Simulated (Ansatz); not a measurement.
**Formation energy of BaF2 (Frankdicksonite)**

```
CELL_PARAMETERS angstrom
0.00000 3.12301 3.12301
3.12301 0.00000 3.12301
3.12301 3.12301 0.00000
ATOMIC_POSITIONS crystal
Ba 0.00000 0.00000 0.00000
F 0.25000 0.25000 0.25000
F 0.75000 0.75000 0.75000
```

The cell comes from a relaxation on PAW files under the same functional, begun from a database entry that needn't be the ground state.

All numbers are PBE results (scalar-relativistic) from Ansatz 0.2.0, with a Γ-centred 7×7×7 k mesh, Fermi–Dirac smearing of 0.02 eV, no spin polarisation. Methods: LAPW: all electrons, basis error target 0.5 meV/atom; PAW: frozen-core files, cutoff 420 eV; crystal datasets: all electrons, by PAW datasets that the program makes for each cell.

The elements are taken as Ba bcc, F F2 gas, each relaxed on PAW files under the same functional and computed by the same method as the compound; zero-point and thermal terms are left out.

Spin–orbit coupling is left out, which matters for the heavy atoms.

Question: Give the formation energy by each method, with the residual pressure at this cell and the LAPW gap.

Answer: 

```tsv
method	ΔE(formation) (eV/atom)	P at this cell (GPa)	gap (eV)
LAPW	-3.890	0.01	6.72
PAW	-3.894	0.01	–
crystal datasets	-3.890	0.01	–
```

Question: Give the LAPW value for one formula unit in kJ/mol.

Answer: -3.890 eV/atom × 3 atoms × 96.485 kJ/(mol·eV) = -1126.0 kJ/mol, at zero temperature and without zero-point motion.
